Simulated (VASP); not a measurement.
# Te (Im-3m) in VASP: a series of runs

The runs below take Te through relaxation of cell and atoms, with PBEsol.

All numbers are computed with VASP 6.6.1; they aren't measurements. Logs are shortened: lines on timing, memory, paths and dates and some standing lists are left out, and cuts for length are marked.

### Step 1. Starting point

The structure is cubic, space group Im-3m (No. 229). Conventional cell: a = 3.918 Å, b = 3.918 Å, c = 3.918 Å, α = 90.00°, β = 90.00°, γ = 90.00°. Around Te (site symmetry m-3m) lie 8 Te at 3.39 Å.

The cell was built by a generator and needn't be a form met in nature.

### Step 2. Relaxation of cell and atoms, PBEsol

Contents of INCAR:

```
ALGO = Normal ; EDIFF = 1E-6
EDIFFG = -0.01 ; ENCUT = 600
GGA = PS ; IBRION = 2
ISIF = 3 ; ISMEAR = 1
LASPH = True ; LCHARG = False
LREAL = False ; LWAVE = False
NELM = 80 ; NSW = 90
PREC = Accurate ; SIGMA = 0.1
```

Contents of KPOINTS:

```
k-points
0
Gamma
  14 14 14
```

Contents of POSCAR:

```
Te
1.0
   -1.9591833700      1.9591833700      1.9591833700
    1.9591833700     -1.9591833700      1.9591833700
    1.9591833700      1.9591833700     -1.9591833700
Te
1
Direct
    0.0000000000      0.0000000000      0.0000000000
```

Potentials or basis: VASP PAW PBE potentials, release 64 (Te).

Started as:

```bash
$ cat potpaw_PBE.64/Te/POTCAR > POTCAR
$ mpirun -np 1 vasp_std > vasp.out
```

OUTCAR:

```text
EDIFF = 1E-6
   EDIFFG = -0.01
   ENCUT = 600
   GGA = PS
   IBRION = 2
   ISIF = 3
   ISMEAR = 1
   LASPH = True
   LREAL = False
   NELM = 80
   NSW = 90
   PREC = Accurate

 ion  position               nearest neighbor table
   1  0.000  0.000  0.000-

  LATTYP: Found a body centered cubic cell.
 ALAT       =     3.9183667400

  Lattice vectors:

 A1 = (  -1.9591833700,   1.9591833700,   1.9591833700)
 A2 = (   1.9591833700,  -1.9591833700,   1.9591833700)
 A3 = (   1.9591833700,   1.9591833700,  -1.9591833700)

Analysis of symmetry for initial positions (statically):
=====================================================================
 Subroutine PRICEL returns:
 Original cell was already a primitive cell.

 Routine SETGRP: Setting up the symmetry group for a
 body centered cubic supercell.

 Subroutine GETGRP returns: Found 48 space group operations
 (whereof 48 operations were pure point group operations)
 out of a pool of 48 trial point group operations.

The static configuration has the point symmetry O_h .

Analysis of symmetry for dynamics (positions and initial velocities):
=====================================================================
 Subroutine PRICEL returns:
 Original cell was already a primitive cell.

 Routine SETGRP: Setting up the symmetry group for a
 body centered cubic supercell.

 Subroutine GETGRP returns: Found 48 space group operations
 (whereof 48 operations were pure point group operations)
 out of a pool of 48 trial point group operations.

The dynamic configuration has the point symmetry O_h .

 Subroutine INISYM returns: Found 48 space group operations
 (whereof 48 operations are pure point group operations),
 and found     1 'primitive' translations

----------------------------------------------------------------------------------------

                                     Primitive cell

  volume of cell :      30.0805

  direct lattice vectors                    reciprocal lattice vectors
    -1.959183370  1.959183370  1.959183370     0.000000000  0.255208373  0.255208373
     1.959183370 -1.959183370  1.959183370     0.255208373  0.000000000  0.255208373
     1.959183370  1.959183370 -1.959183370     0.255208373  0.255208373  0.000000000

  length of vectors
     3.393405138  3.393405138  3.393405138     0.360919142  0.360919142  0.360919142

  position of ions in fractional coordinates (direct lattice)
     0.000000000  0.000000000  0.000000000

  ion indices of the primitive-cell ions
   primitive index   ion index
                 1           1

----------------------------------------------------------------------------------------

 KPOINTS: k-points

Automatic generation of k-mesh.
 Grid dimensions read from file:
 generate k-points for:   14   14   14

[... 55 lines left out ...]
   ISTART =      0    job   : 0-new  1-cont  2-samecut
   ICHARG =      2    charge: 1-file 2-atom 10-const
   ISPIN  =      1    spin polarized calculation?
   LNONCOLLINEAR =      F non collinear calculations
   LSORBIT =      F    spin-orbit coupling
   LASPH  =      T    aspherical Exc in radial PAW
   ENCUT  =  600.0 eV  44.10 Ry    6.64 a.u.   6.78  6.78  6.78*2*pi/ulx,y,z
   NELM   =     80;   NELMIN=  2; NELMDL= -5     # of ELM steps
   EDIFF  = 0.1E-05   stopping-criterion for ELM
   LREAL  =      F    real-space projection
   EDIFFG = -.1E-01   stopping-criterion for IOM
   NSW    =     90    number of steps for IOM
   IBRION =      2    ionic relax: 0-MD 1-quasi-New 2-CG
   NFREE  =      1    steps in history (QN), initial steepest desc. (CG)
   ISIF   =      3    stress and relaxation
   ISYM   =      2    0-nonsym 1-usesym 2-fastsym
   POTIM  = 0.5000    time-step for ionic-motion
   TEBEG  =    0.0;   TEEND  =   0.0 temperature during run
   PSTRESS=    0.0 pullay stress
   NELECT =       6.0000    total number of electrons
   NUPDOWN=      -1.0000    fix difference up-down
   EMIN   =  10.00;   EMAX   =-10.00  energy-range for DOS
   EFERMI =   0.00;   METHOD = LEGACY
   ISMEAR =     1;   SIGMA  =   0.10  broadening in eV -4-tet -1-fermi 0-gaus
   EFERMI_NEDOS =   21; number of points for ismear=-14 and -15
   IALGO  =     38    algorithm
   IMIX   =      4    mixing-type and parameters
     AMIX     =   0.40;   BMIX     =  1.00
     AMIX_MAG =   1.60;   BMIX_MAG =  1.00
  volume/ion in A,a.u.               =      30.08       202.99
  Fermi-wavevector in a.u.,A,eV,Ry     =   0.956526  1.807572 12.448544  0.914942
  Thomas-Fermi vector in A             =   2.085462
   LORBIT       =      0    0 simple, 1 ext, 2 COOP (PROOUT), +10 PAW based schemes
   GGA     = PS    functional components
   LHFCALC =     F    Hartree Fock is set to
   AEXX    =    0.0000 exact exchange contribution
   IVDW    =     0    specifies the selected vdW correction
   LEPSILON=     F    determine dielectric tensor
   LRPA    =     F    only Hartree local field effects (RPA)
 conjugate gradient relaxation of ions
 non-spin polarized calculation
 Methfessel and Paxton  Order N= 1 SIGMA  =   0.10
  energy-cutoff  :      600.00
  volume of cell :       30.08
 maximum number of plane-waves:      1048
   NGX = 13   NGY = 13   NGZ = 13

--------------------------------------- Ionic step        1  -------------------------------------------

 number of electron       6.0000000 magnetization

 Free energy of the ion-electron system (eV)
  ---------------------------------------------------
  ext. energy  EPLUGINS =         0.00000000
  ---------------------------------------------------
  free energy    TOTEN  =        -3.24453799 eV

  energy without entropy =       -3.24389555  energy(sigma->0) =       -3.24432384

 E-fermi :   6.8902     XC(G=0):  -9.9507

 val. band max:        6.8761229121   @ k =   0.3571   0.0714   0.0000
 cond. band min:       6.8942097530   @ k =  -0.4286  -0.4286   0.2143
 fundamental gap:      0.0180868409
 Fermi energy:         6.8902016375

 k-point     1 :       0.0000    0.0000    0.0000
  band No.  band energies     occupation
      1      -6.4953      2.00000
      2       9.6705      0.00000
      3       9.6705      0.00000
      4       9.6705      0.00000
      5      16.0316      0.00000
      6      16.7442      0.00000
      7      16.7442      0.00000
[... 299 lines left out ...]
--------------------------------------- Ionic step        3  -------------------------------------------

 number of electron       6.0000000 magnetization

 Free energy of the ion-electron system (eV)
  ---------------------------------------------------
  ext. energy  EPLUGINS =         0.00000000
  ---------------------------------------------------
  free energy    TOTEN  =        -3.29976849 eV

  energy without entropy =       -3.29994419  energy(sigma->0) =       -3.29982706

 E-fermi :   8.3398     XC(G=0): -10.4097

 val. band max:        8.3348142054   @ k =   0.3571   0.0714   0.0000
 cond. band min:       8.3590435970   @ k =  -0.3571   0.5000   0.2143
 fundamental gap:      0.0242293916
 Fermi energy:         8.3397562041

 k-point     1 :       0.0000    0.0000    0.0000
  band No.  band energies     occupation
      1      -5.8767      2.00000
      2      11.6613      0.00000
      3      11.6613      0.00000
      4      11.6613      0.00000
      5      18.4201      0.00000
      6      18.4201      0.00000
      7      18.7388      0.00000
[... 258 lines left out ...]
  FREE ENERGIE OF THE ION-ELECTRON SYSTEM (eV)
  ---------------------------------------------------
  free  energy   TOTEN  =        -3.2997684898 eV

  energy  without entropy=       -3.2999441904  energy(sigma->0) =       -3.29982706

 reached required accuracy - stopping structural energy minimisation
```

CONTCAR:

```text
Te
   1.00000000000000
    -1.8921038520987974    1.8921038520987974    1.8921038520987974
     1.8921038520987974   -1.8921038520987974    1.8921038520987974
     1.8921038520987974    1.8921038520987974   -1.8921038520987974
  Te
     1
Direct
     0.0000000000000000    0.0000000000000000    0.0000000000000000

  0.00000000E+00  0.00000000E+00  0.00000000E+00
```

Wall time 22 s (1 thread of Intel Xeon 6975P-C (Granite Rapids), shared host); peak memory 0.17 GiB.

Results:

```
Free energy                            : -3.2998 eV
Relaxed volume                         : 27.10 Å³/atom
Relaxed cell                           : a = 3.277 Å, b = 3.277 Å, c = 3.277 Å, α = 109.47°, β = 109.47°, γ = 109.47°
Space group after relaxing (to 0.05 Å) : Im-3m (No. 229)
Energy gained by relaxing              : 55.2 meV/atom
Ionic steps                            : 3
Pressure after relaxing                : 0.0 GPa
Band gap on the k mesh                 : none (metal or under the smearing width)
```

Step by step:
```tsv
step	energy change (eV)	largest force (eV/Å)	pressure (GPa)	volume (Å³)
1	0.0000	0.0000	-5.33	30.08
2	-0.0440	0.0000	3.26	25.93
3	-0.0552	0.0000	-0.02	27.10
```

Final structure:
```
Te
1.0
    -1.89210    1.89210    1.89210
     1.89210   -1.89210    1.89210
     1.89210    1.89210   -1.89210
Te
1
Direct
  0.00000 0.00000 0.00000
```

Caveat: the PAW data sets were made with another functional, which shifts forces and pressure a little.

### Step 3. Relaxation of cell and atoms, PBEsol

This run uses another cell than the first one, of 27.10 Å³/atom, 0.901 times its volume.

Edit INCAR of step 2 so:

```diff
@@ -1,3 +1,3 @@
-ALGO = Normal ; EDIFF = 1E-6
-EDIFFG = -0.01 ; ENCUT = 600
+ALGO = Normal ; EDIFF = 1E-7
+EDIFFG = -0.005 ; ENCUT = 600
 GGA = PS ; IBRION = 2
```

KPOINTS is that of step 2.

Contents of POSCAR:

```
Te                                      
1.0
   -1.8921038521      1.8921038521      1.8921038521
    1.8921038521     -1.8921038521      1.8921038521
    1.8921038521      1.8921038521     -1.8921038521
  Te            
     1
Direct
     0.0000000000000000    0.0000000000000000    0.0000000000000000
```

Potentials or basis: VASP PAW PBE potentials, release 64 (Te).

Started as:

```bash
$ cat potpaw_PBE.64/Te/POTCAR > POTCAR
$ mpirun -np 1 vasp_std > vasp.out
```

Wall time 12 s (1 thread of Intel Xeon 6975P-C (Granite Rapids), shared host); peak memory 0.17 GiB.

It converged, with:

```
Free energy             : -3.2997 eV
Pressure after relaxing : 0.0 GPa
Band gap on the k mesh  : none (metal or under the smearing width)
```

Final structure:
```
Te
1.0
    -1.89210    1.89210    1.89210
     1.89210   -1.89210    1.89210
     1.89210    1.89210   -1.89210
Te
1
Direct
  0.00000 0.00000 0.00000
```

Levels at points of the mesh, in eV from the Fermi level:
```tsv
k point	band 1	band 2	band 3	band 4	band 5	band 6
(0.00, 0.00, 0.00)	-14.22	3.32	3.32	3.32	10.08	10.08
(0.50, 0.00, 0.00)	-10.90	-6.23	0.15	2.18	5.59	6.50
(0.50, 0.50, 0.50)	-8.46	-3.05	-3.05	-3.05	2.76	2.76
```

Caveat: the relaxation stopped at its first step, so nothing moved; the PAW data sets were made with another functional, which shifts forces and pressure a little.
